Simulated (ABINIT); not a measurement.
## BAs (F-43m): G0W0 with ABINIT, start to end

How does a plane-wave GW calculation on BAs (F-43m) run from the first input to the gap?

Main program and level: ABINIT 10.8.3; LDA and many-body steps on it, plane waves.

**What was measured.**

- Gap 1.82 eV: indirect optical gap from absorption edge; UV-visible absorption; 300 K; bulk crystal (single crystal grown by chemical vapor transport) (“Basic Physical Properties of Cubic Boron Arsenide”, 2019, arxiv:1911.11281).

- Gap 4.12 eV: direct gap from square of absorption coefficient, average of two samples; spectroscopic ellipsometry; 300 K; bulk crystal (CVT-grown opaque bulk crystals) (“Optical properties of cubic boron arsenide”, 2019, arxiv:1911.04914).

- Gap 2.02 eV: indirect gap from square root of absorption coefficient, average of three samples; transmission and reflection spectroscopy; 300 K; bulk crystal (CVT-grown platelets about 10 um thick) (“Optical properties of cubic boron arsenide”, 2019, arxiv:1911.04914).

### 1. Set-up

It takes space group F-43m (No. 216, cubic). The conventional cell has a = 4.777 Å, b = 4.777 Å, c = 4.777 Å, α = 90.00°, β = 90.00°, γ = 90.00°. Nearest to B lie 4 As at 2.07 Å. Nearest to As lie 4 B at 2.07 Å. Farther neighbours are not listed.

The cell and positions come from the Crystallography Open Database and are kept as given unless a step says otherwise.

### 2. Ground state

This step: ABINIT 10.8.3; DFT, LDA, plane waves, norm-conserving pseudopotentials.

The ground-state density comes first.

File run.abi:

```
acell 3*1.0 Angstrom
rprim 
  -0.000000000000 2.388500000000 2.388500000000
  2.388500000000 -0.000000000000 2.388500000000
  2.388500000000 2.388500000000 -0.000000000000
ntypat 2
znucl 5 33
natom 2
typat 1 2
xred 
  0.000000000000 0.000000000000 0.000000000000
  0.250000000000 0.250000000000 0.250000000000
pp_dirpath "pseudos"
pseudos "B.upf, As.upf"
ecut 44
ngkpt 8 8 8
nshiftk 1
shiftk 0 0 0
kptopt 1
chksymbreak 0
nband 18
occopt 1
tolvrs 1e-10
nstep 60
prtwf 0
indata_prefix "in"
outdata_prefix "out"
tmpdata_prefix "tmp"
```

On the command line:

```
OMP_NUM_THREADS=1 mpirun -n 4 abinit run.abi > log
```

Numbers of over 12 decimals in the logs are rounded to 6 here.

What it wrote:

```text
.Version 10.8.3 of ABINIT. v10.8.2 released Aug 2026.

 Symmetries : space group F-4 3 m (#216); Bravais cF (face-center cubic)
================================================================================
 Values of the parameters that define the memory need of the present run
     intxc =       0    ionmov =       0      iscf =       7    lmnmax =       6
     lnmax =       6     mgfft =      40  mpssoang =       3    mqgrid =    3001
     natom =       2  nloc_mem =       1    nspden =       1   nspinor =       1
    nsppol =       1      nsym =      24    n1xccc =    2501    ntypat =       2
    occopt =       1   xclevel =       1
-    mband =          18        mffmem =           1         mkmem =           8
       mpw =        2601          nfft =       64000          nkpt =          29
================================================================================
  Rough estimation (10% accuracy) of disk space for files :
================================================================================

--------------------------------------------------------------------------------
------------- Echo of variables that govern the present computation ------------
--------------------------------------------------------------------------------
 -outvars: echo values of preprocessed input variables --------
            acell      1.8897261259E+00  1.8897261259E+00  1.8897261259E+00 Bohr

      chksymbreak           0
             ecut      4.40000000E+01 Hartree
-          fftalg         312

              ixc       -1012
              kpt      0.00000000E+00  0.00000000E+00  0.00000000E+00
                       1.25000000E-01  0.00000000E+00  0.00000000E+00
                       2.50000000E-01  0.00000000E+00  0.00000000E+00
                       3.75000000E-01  0.00000000E+00  0.00000000E+00
                       5.00000000E-01  0.00000000E+00  0.00000000E+00
                       1.25000000E-01  1.25000000E-01  0.00000000E+00
                       2.50000000E-01  1.25000000E-01  0.00000000E+00
                       3.75000000E-01  1.25000000E-01  0.00000000E+00
                       5.00000000E-01  1.25000000E-01  0.00000000E+00
   [... 18 further rows ...]
                      -3.75000000E-01  5.00000000E-01  1.25000000E-01
                      -2.50000000E-01  5.00000000E-01  2.50000000E-01
         kptrlatt        8    0    0      0    8    0      0    0    8
          kptrlen      5.10656775E+01
P           mkmem           8
            natom           2
            nband          18
            ngfft          40      40      40
             nkpt          29
            nstep          60
             nsym          24
           ntypat           2
              occ      2.000000  2.000000  2.000000  2.000000  2.000000  2.000000
                       2.000000  2.000000  2.000000  2.000000  2.000000  2.000000
                       2.000000  0.000000  0.000000  0.000000  0.000000  0.000000
            prtwf           0
            rprim     -0.0000000000E+00  2.3885000000E+00  2.3885000000E+00
[...]
spgroup         216

           tolvrs      1.00000000E-10

             xred      0.0000000000E+00  0.0000000000E+00  0.0000000000E+00
[...]
znucl        5.00000   33.00000

================================================================================

 chkinp: Checking input parameters for consistency.

================================================================================
== DATASET  1 ==================================================================
-   mpi_nproc: 4, omp_nthreads: 1 (-1 if OMP is not activated)

--- !DatasetInfo
iteration_state: {dtset: 1, }
dimensions: {natom: 2, nkpt: 29, mband: 18, nsppol: 1, nspinor: 1, nspden: 1, mpw: 2601, }
cutoff_energies: {ecut:  44.0, pawecutdg:  -1.0, }
electrons: {nelect:   2.60000000E+01, charge:   0.00000000E+00, occopt:   1.00000000E+00, tsmear:   1.00000000E-02, }

 Real(R)+Recip(G) space primitive vectors, cartesian coordinates (Bohr,Bohr^-1):
 R(1)=  0.0000000  4.5136109  4.5136109  G(1)= -0.1107761  0.1107761  0.1107761
 R(2)=  4.5136109  0.0000000  4.5136109  G(2)=  0.1107761 -0.1107761  0.1107761
 R(3)=  4.5136109  4.5136109  0.0000000  G(3)=  0.1107761  0.1107761 -0.1107761
 Unit cell volume ucvol=  1.8390873E+02 bohr^3
 Angles (23,13,12)=  6.00000000E+01  6.00000000E+01  6.00000000E+01 degrees

 getcut: wavevector=  0.0000  0.0000  0.0000  ngfft=  40  40  40
         ecut(hartree)=     44.000   => boxcut(ratio)=   2.09860

--- Pseudopotential description ------------------------------------------------
- B Generated using ONCVPSP code by D. R. Hamann
-  5.00000   3.00000  180309                  znucl, zion, pspdat
12 -1012 1 -1 1498                            pspcod,pspxc,lmax,lloc,mmax
     nproj     2     2     0
  pspatm : epsatm=    3.19369156
         --- l  ekb(1:nproj) -->
[...]
pspatm: atomic psp has been read  and splines computed

- As Generated using ONCVPSP code by D. R. Hamann
- 33.00000  23.00000  180309                  znucl, zion, pspdat
12 -1012 2 -1 1326                            pspcod,pspxc,lmax,lloc,mmax
     nproj     2     2     2
  pspatm : epsatm=   24.70505022
         --- l  ekb(1:nproj) -->
[...]
2  -10.058836   -4.332574
 pspatm: atomic psp has been read  and splines computed

   7.25367286E+02                                ecore*ucvol(ha*bohr**3)
--------------------------------------------------------------------------------

_setup2: Arith. and geom. avg. npw (full set) are    2564.154    2564.133

================================================================================

--- !BeginCycle
iteration_state: {dtset: 1, }
solver: {iscf: 7, nstep: 60, nline: 4, wfoptalg: 0, }
tolerances: {tolvrs: 1.00E-10, }

     iter   Etot(hartree)      deltaE(h)  residm     vres2
 ETOT  1  -310.39078290113    -3.104E+02 1.456E+00 2.223E+02
 ETOT  2  -311.26520774852    -8.744E-01 1.832E-02 9.896E+01
 ETOT  3  -311.27731079672    -1.210E-02 2.657E-03 1.541E+00
 ETOT  4  -311.27742436277    -1.136E-04 1.834E-03 7.389E-02
 ETOT  5  -311.27745571621    -3.135E-05 5.148E-04 1.516E-02
 ETOT  6  -311.27745697790    -1.262E-06 8.442E-04 1.700E-03
 ETOT  7  -311.27745711881    -1.409E-07 2.333E-04 1.328E-05
 ETOT  8  -311.27745712001    -1.191E-09 7.202E-04 4.390E-09
 ETOT  9  -311.27745712001    -3.126E-12 1.782E-04 3.220E-10
 ETOT 10  -311.27745712000     1.273E-11 4.180E-04 2.736E-13

 At SCF step   10       vres2   =  2.74E-13 < tolvrs=  1.00E-10 =>converged.

 Cartesian components of stress tensor (hartree/bohr^3)
  sigma(1 1)=  5.62774196E-04  sigma(3 2)=  0.00000000E+00
  sigma(2 2)=  5.62774196E-04  sigma(3 1)=  0.00000000E+00
  sigma(3 3)=  5.62774196E-04  sigma(2 1)=  0.00000000E+00

--- !ResultsGS
iteration_state: {dtset: 1, }
comment   : Summary of ground state results
lattice_vectors:
- [ -0.0000000,   4.5136109,   4.5136109, ]
- [  4.5136109,  -0.0000000,   4.5136109, ]
- [  4.5136109,   4.5136109,  -0.0000000, ]
lattice_lengths: [   6.38321,    6.38321,    6.38321, ]
lattice_angles: [ 60.000,  60.000,  60.000, ] # degrees, (23, 13, 12)
lattice_volume:   1.8390873E+02
convergence: {deltae:  1.273E-11, res2:  2.736E-13, residm:  4.180E-04, diffor: null, }
etotal    :  -3.11277457E+02
entropy   :   0.00000000E+00
fermie    :   2.85306864E-01
cartesian_stress_tensor: # hartree/bohr^3
- [  5.62774196E-04,   0.00000000E+00,   0.00000000E+00, ]
- [  0.00000000E+00,   5.62774196E-04,   0.00000000E+00, ]
- [  0.00000000E+00,   0.00000000E+00,   5.62774196E-04, ]
pressure_GPa:  -1.6557E+01
xred      :
- [  0.0000E+00,   0.0000E+00,   0.0000E+00,  B]
- [  2.5000E-01,   2.5000E-01,   2.5000E-01, As]
cartesian_forces: # hartree/bohr
- [ -0.00000000E+00,  -0.00000000E+00,  -0.00000000E+00, ]
- [ -0.00000000E+00,  -0.00000000E+00,  -0.00000000E+00, ]
force_length_stats: {min:   0.00000000E+00, max:   0.00000000E+00, mean:   0.00000000E+00, }

 Integrated electronic density in atomic spheres:
 ------------------------------------------------
 Atom  Sphere_radius  Integrated_density
    1        2.00000          2.54971885
    2        2.00000         20.50276107
================================================================================

 ----iterations are completed or convergence reached----

 Mean square residual over all n,k,spin=   11.321E-07; max=  41.805E-05
 reduced coordinates (array xred) for    2 atoms
       0.000000000000      0.000000000000      0.000000000000
       0.250000000000      0.250000000000      0.250000000000
 rms dE/dt=  0.0000E+00; max dE/dt=  0.0000E+00; dE/dt below (all hartree)
    1       0.000000000000      0.000000000000      0.000000000000
    2       0.000000000000      0.000000000000      0.000000000000

 cartesian coordinates (angstrom) at end:
    1      0.000000     0.000000     0.000000
    2      1.194250     1.194250     1.194250

 cartesian forces (hartree/bohr) at end:
    1     -0.000000    -0.000000    -0.000000
    2     -0.000000    -0.000000    -0.000000
 frms,max,avg= 0.0000000E+00 0.0000000E+00   0.000E+00  0.000E+00  0.000E+00 h/b

 cartesian forces (eV/Angstrom) at end:
    1     -0.000000    -0.000000    -0.000000
    2     -0.000000    -0.000000    -0.000000
 frms,max,avg= 0.0000000E+00 0.0000000E+00   0.000E+00  0.000E+00  0.000E+00 e/A
 length scales=  1.889726125908  1.889726125908  1.889726125908 bohr
              =  1.000000000000  1.000000000000  1.000000000000 angstroms
 prteigrs : about to open file out_EIG
 Fermi (or HOMO) energy (hartree) =   0.28531   Average Vxc (hartree)=  -0.42392
 Eigenvalues (hartree) for nkpt=  29  k points:
 kpt#   1, nband= 18, wtk=  0.00195, kpt=  0.0000  0.0000  0.0000 (reduced coord)
  -6.49641   -4.43418   -4.43418   -4.43418   -1.03529   -1.03529   -1.03529   -1.03446
  -1.03446   -0.28054    0.28531    0.28531    0.28531    0.40509    0.40509    0.40509
   0.45588    0.62946
 prteigrs : prtvol=0 or 1, do not print more k-points.

--- !EnergyTerms
iteration_state     : {dtset: 1, }
comment             : Components of total free energy in Hartree
kinetic             :  1.38083154569602E+02
hartree             :  1.24404910506707E+02
xc                  : -3.22178819045225E+01
Ewald energy        : -1.42752833839720E+02
psp_core            :  3.94417004691896E+00
local_psp           : -3.26545445929201E+02
non_local_psp       : -7.61935305697804E+01
total_energy        : -3.11277457119996E+02
total_energy_eV     : -8.47029111535900E+03
band_energy         : -4.95915609117114E+01

 Cartesian components of stress tensor (hartree/bohr^3)
  sigma(1 1)=  5.62774196E-04  sigma(3 2)=  0.00000000E+00
  sigma(2 2)=  5.62774196E-04  sigma(3 1)=  0.00000000E+00
  sigma(3 3)=  5.62774196E-04  sigma(2 1)=  0.00000000E+00

-Cartesian components of stress tensor (GPa)         [Pressure= -1.6557E+01 GPa]
- sigma(1 1)=  1.65573885E+01  sigma(3 2)=  0.00000000E+00
- sigma(2 2)=  1.65573885E+01  sigma(3 1)=  0.00000000E+00
- sigma(3 3)=  1.65573885E+01  sigma(2 1)=  0.00000000E+00

== END DATASET(S) ==============================================================
================================================================================

 -outvars: echo values of variables after computation  --------
           etotal     -3.1127745712E+02
            nband          18
             nkpt          29
          spgroup         216
 [... the other variables as echoed above ...]

 Calculation completed.
```

The job ended after 17 s (4 MPI ranks of Arm Neoverse V1, shared host; peak memory 0.3 GiB).

Numbers from this step:

```
total energy               : -8470.2911 eV
gap                        : 1.151 eV
k of the valence top       : 0, 0, 0
k of the conduction bottom : 0.375, 0.375, 0
least direct gap           : 3.259 eV
pressure                   : -16.56 GPa
```

The gap is indirect, with the least direct gap 2.11 eV higher.

The cutoff was set for levels, not for stress, so the pressure can be off by some GPa.

(Continued in part 2 of 3.)

[Paths, hosts, dates, memory and timing lines, banners, echoed tables and standing remarks are left out of the program output.]

[Logs are printed without paths, hosts, clocks, repeated set-up lines and the standing remarks that a program may print on its own settings, such as how far it seeks lower states.]

[Runs of the session that timed out or met a known fault of the program may be left out.]

[Hosts, paths, dates, database ids (printed as entryN), source tags and the programs' standing remarks are cut or masked in the printed files.]

[G0W0 gaps are taken among the corrected bands and points alone; a level outside them can change the order at an edge.]

[Where Ansatz stands beside ABINIT at settings called matched, ABINIT's density can come from a denser mesh and the files from another edition; pairs whose starting gaps differed by over 0.03 eV were left out, so agreement reads better than it is.]
